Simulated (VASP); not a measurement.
Here is a VASP 6.6.1 calculation.

POSCAR

```
BN
1.0
    1.2511217832      0.7223354983      3.3729344033
   -1.2511217832      0.7223354983      3.3729344033
    0.0000000000     -1.4446709966      3.3729344033
N B
1 1
Direct
    0.6672382000      0.6672382000      0.6672382000
    0.0003288000      0.0003288000      0.0003288000
```

File INCAR.step1:

```
SYSTEM = BN
PREC = Accurate ; ENCUT = 450
EDIFF = 1E-8 ; ISMEAR = 0
SIGMA = 0.01 ; LREAL = .False.
LASPH = .True. ; NELM = 80
ALGO = Fast ; LWAVE = .True.
LCHARG = .False. ; GGA = PE
```

File INCAR.step2:

```
SYSTEM = BN
PREC = Accurate ; ENCUT = 450
EDIFF = 1E-8 ; ISMEAR = 0
SIGMA = 0.01 ; LREAL = .False.
LASPH = .True. ; NELM = 1
ALGO = Exact ; LWAVE = .True.
LCHARG = .False. ; GGA = PE
NBANDS = 158 ; LOPTICS = .True.
ISTART = 1
```

File INCAR.step3:

```
SYSTEM = BN
PREC = Accurate ; ENCUT = 450
EDIFF = 1E-8 ; ISMEAR = 0
SIGMA = 0.01 ; LREAL = .False.
LASPH = .True. ; ALGO = EVGW0
LWAVE = .False. ; LCHARG = .False.
GGA = PE ; NELMGW = 1
NBANDS = 158 ; ENCUTGW = 240
NOMEGA = 50 ; PRECFOCK = Fast
ISTART = 1 ; NBANDSGW = 12
```

The input KPOINTS:

```
regular mesh
0
Gamma
  6 6 6
  0 0 0
```

Potentials or basis: VASP PAW PBE potentials, release 64 (N_GW, B_GW).

Command:

```console
$ cat potpaw_PBE.64/N_GW/POTCAR potpaw_PBE.64/B_GW/POTCAR > POTCAR
$ cp INCAR.step1 INCAR
$ mpirun -np 1 vasp_std > vasp.out
$ cp INCAR.step2 INCAR
$ mpirun -np 1 vasp_std > vasp.out
$ cp INCAR.step3 INCAR
$ mpirun -np 1 vasp_std > vasp.out
```

(1) What does it give for the quasiparticle gap?

(2) Estimate the least direct quasiparticle gap.

(3) Predict the band gap on the k mesh, mean-field level.

Results:

(1) 5.99 eV.

(2) 6.55 eV.

(3) 4.29 eV, indirect (least direct gap 4.71 eV).

Caveat: the k mesh is coarse (spacing up to 0.49 Å⁻¹), so the values aren't converged; bands, screening cutoff and mesh are small and nothing is extrapolated, so the quasiparticle values aren't converged.
